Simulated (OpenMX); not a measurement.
Crystal: SnTe.

```
CELL_PARAMETERS angstrom
0.00000 3.15085 3.15085
3.15085 0.00000 3.15085
3.15085 3.15085 0.00000
ATOMIC_POSITIONS crystal
Te 0.50000 0.50000 0.50000
Sn 0.00000 0.00000 0.00000
```

Base run:

```yaml
Program: OpenMX 3.8.5
Functional: PBE
Potentials_or_basis: OpenMX 2013 PBE set, Te7.0-s3p2d2f1, Sn7.0-s3p2d2, grid cutoff 500 Ry
k_mesh: 5 × 5 × 5
Occupations: fermi-dirac, width 0.05 eV
Spin: no spin polarisation
```

Its results: pressure 3.7 GPa.

Q: The run is repeated on the same cell with these changes: potentials or basis from OpenMX 2013 PBE set, Te7.0-s3p2d2f1, Sn7.0-s3p2d2, grid cutoff 500 Ry to OpenMX 2013 PBE set, Te7.0-s3p3d2f1, Sn7.0-s3p2d2f1, grid cutoff 500 Ry. What comes out?

A: Pressure -0.3 GPa.

Caveats: the basis of atomic orbitals isn't converged, which shifts pressures, moduli and gaps.
